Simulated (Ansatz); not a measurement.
# MgS (Fm-3m) at 3 levels of theory

One geometry, relaxed with PBE; plane waves with PAW potentials in Ansatz, scalar-relativistic. No spin polarisation. Gaps are the least over mesh and band path; pressure is positive in compression, and isn't given for hybrids.

```
Mg S
1.0
     0.00000    2.61513    2.61513
     2.61513    0.00000    2.61513
     2.61513    2.61513    0.00000
Mg S
1 1
Cartesian
  0.0000 0.0000 0.0000
  2.6151 2.6151 2.6151
```

```csv
level,cutoff (eV),k mesh,gap (eV),pressure (GPa)
PBE,420,8×8×8,2.76,0.0
```

Task: What comes out on the same cell with r2SCAN, HSE06?

Result:
```tsv
level	cutoff (eV)	k mesh	gap (eV)	pressure (GPa)
r2SCAN	500	8×8×8	3.43	-1.2
HSE06	420	6×6×6	3.77	-
```

The cell was reached from a generator's guess, though it ends in a space group that the Crystallography Open Database lists for this formula.
